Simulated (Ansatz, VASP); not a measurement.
**Two plane-wave programs on CdSe**

The input INCAR:

```
ALGO     = Normal         # electronic algorithm
EDIFF    = 1E-6           # SCF threshold, eV
EDIFFG   = -0.01          # ionic threshold
ENCUT    = 600            # plane-wave cutoff, eV
GGA      = PE             # functional
IBRION   = 2              # ionic algorithm
ISIF     = 3              # what is computed and relaxed
ISMEAR   = 0              # smearing method
IVDW     = 12             # dispersion correction
LASPH    = T              # aspherical terms in the spheres
LCHARG   = F              # write CHGCAR
LREAL    = F              # projectors in reciprocal space
LWAVE    = F              # write WAVECAR
NELM     = 80             # most SCF steps
NSW      = 80             # ionic steps
PREC     = Accurate       # precision mode
SIGMA    = 0.01           # smearing width, eV
```

Contents of KPOINTS:

```
k-points
0
Gamma
  6 6 6
```

POSCAR

```
CdSe
1.0
    4.3420190000      0.0000000000      0.0000000000
    2.1710095000      3.7602987577      0.0000000000
    2.1710095000      1.2534329192      3.5452436678
Cd Se
1 1
Direct
    0.0000000000      0.0000000000      0.0000000000
    0.7500000000      0.7500000000      0.7500000000
```

Input for Ansatz:

```yaml
crystal:
  lattice:
    - [4.342019, 0.0, 0.0]
    - [2.1710095000000003, 3.760298757714704, 0.0]
    - [2.1710095000000003, 1.253432919238235, 3.545243667823223]
  atoms:
    - { symbol: Cd, position: [0.0, 0.0, 0.0] }
    - { symbol: Se, position: [0.7500000000000001, 0.7499999999999999, 0.7499999999999999] }
basis:
  ecutwfc: 470.0
kpoints:
  mp_grid:
    grid: [6, 6, 6]
    shift: [0.0, 0.0, 0.0]
hamiltonian:
  xc: pbe
  dispersion: d3bj
scf:
  occupations:
    method: fixed
relax:
  cell: {}
```

Measurements of this composition are mostly on another form, of space group No. 186.

Alike in both runs: task relaxation of cell and atoms; functional PBE; dispersion D3(BJ); k mesh 6 × 6 × 6; no spin polarisation.

|  | VASP | Ansatz |
| --- | --- | --- |
| version | VASP 6.6.1 | Ansatz 0.2.0 |
| potentials or method | VASP PAW PBE potentials, release 64 (Cd, Se) | plane waves, PAW |
| plane-wave cutoff (eV) | 600 | 470 |
| occupations | gaussian, width 0.01 eV | fixed |
| valence electrons in the cell | 18 | 36 |

```tsv
	VASP	Ansatz	Ansatz less VASP
relaxed volume (Å³/atom)	28.68	28.54	-0.140
relaxed cell length with the largest relative difference (Å)	4.329	4.322	-0.0070
```

The two sets of potentials don't hold the same shells in valence.

Expect the measured gap to be larger: semilocal functionals such as PBE lack the derivative discontinuity.
